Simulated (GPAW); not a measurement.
The system is Pr.

```
CELL_PARAMETERS angstrom
3.66900 0.00000 0.00000
-1.83450 3.17745 0.00000
0.00000 0.00000 5.92000
ATOMIC_POSITIONS crystal
Pr 0.66667 0.33333 0.75000
Pr 0.33333 0.66667 0.25000
```

This isn't the form of Pr at room conditions, which is double hcp.

Base run:

* Program: GPAW 26.7.0
* Functional: PBE
* Potentials or basis: GPAW PAW data sets (gpaw-data 1.2.1)
* Cutoff: 800 eV
* Basis: pw
* k mesh: 8 × 8 × 5
* Occupations: fermi-dirac, width 0.05 eV
* Spin: collinear spin, ferromagnetic start
* Starting moments: [2.0, 2.0] μB

Its results: pressure -2.1 GPa; net moment 5.80 μB per cell; site moments Pr +2.23 μB.

**Question.** The run is repeated on the same cell with these changes: k mesh from 8 × 8 × 5 to 5 × 5 × 3; hubbard terms from none to Pr f U = 6 eV. What comes out?

**Answer.** Pressure 2.2 GPa; net moment 4.82 μB per cell; site moments Pr +2.04 μB.

Several settings changed at once, so the effect can't be laid on one alone.

Caveats: some runs use coarse meshes; one-centre terms of the f shell are cut off; the magnetic or orbital state may not be the lowest.

Not every run made on this cell is shown here.
